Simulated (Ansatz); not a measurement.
`FB[SiH2][SiH3]` + acetic acid → `CC(=O)OBF` + disilane  (cleavage of the B–Si bond)

Gas-phase electronic energies from Ansatz, PBE0-D4/def2-TZVP geometries. CCSD(T)/CBS adds triple-zeta CCSD(T) − MP2 to the extrapolated MP2 energy (def2 sets, frozen cores). DFT in def2-TZVPP. B3LYP here is the variant with VWN-RPA as its local correlation; programs differ in this. HSE06 is defined as in plane-wave codes. Each species was taken in one conformer, which may not be the lowest.

(1) Is it downhill or uphill in electronic energy at CCSD(T)/CBS, and by how much? (Best estimate.)

(2) What do these levels give: B3LYP-D4, HSE06-D4, CAM-B3LYP-D4, ωB97M-V, r2SCANh, CAM-B3LYP, RPA@PBE/def2-TZVPP, HF/def2-TZVPP, MP2/def2-TZVPP, CCSD(T)/def2-TZVPP, HF/def2-QZVPP, MP2/def2-QZVPP? (Estimate.)

(3) What do rigid-rotor, harmonic-oscillator terms from PBE0-D4/def2-TZVP frequencies (298.15 K, 1 bar) make of the CCSD(T)/CBS value? (Estimate.)

Largest T1 diagnostic among the species: 0.015.

Results:

(1) Ansatz gave: Downhill: ΔE = -1.43 eV.

(2) The calculation gave: B3LYP-D4 -1.43, HSE06-D4 -1.32, CAM-B3LYP-D4 -1.50, ωB97M-V -1.45, r2SCANh -1.41, CAM-B3LYP -1.50, RPA@PBE/def2-TZVPP -1.43, HF/def2-TZVPP -1.63, MP2/def2-TZVPP -1.49, CCSD(T)/def2-TZVPP -1.45, HF/def2-QZVPP -1.65, MP2/def2-QZVPP -1.48 eV.

(3) Ansatz gave: ΔZPE = -0.06 eV, ΔH = -1.49 eV, ΔS = -29 J/(mol·K), ΔG = -1.40 eV. Modes under 50 cm⁻¹ make the entropy rough.

From BLYP to BHLYP (50 % exact exchange), in def2-TZVPP and without D4, ΔE moves by −0.16 eV. Leaving LDA and LC-ωPBE aside and taking each functional with its dispersion term where it has one, the values, not all of them listed here, spread over 0.28 eV, from BHLYP-D4 to revPBE-D4. LDA lies −0.10 eV from PBE without D4. At CCSD(T), def2-SVP lies −0.16 eV from the extrapolated value and def2-TZVPP −0.02 eV.
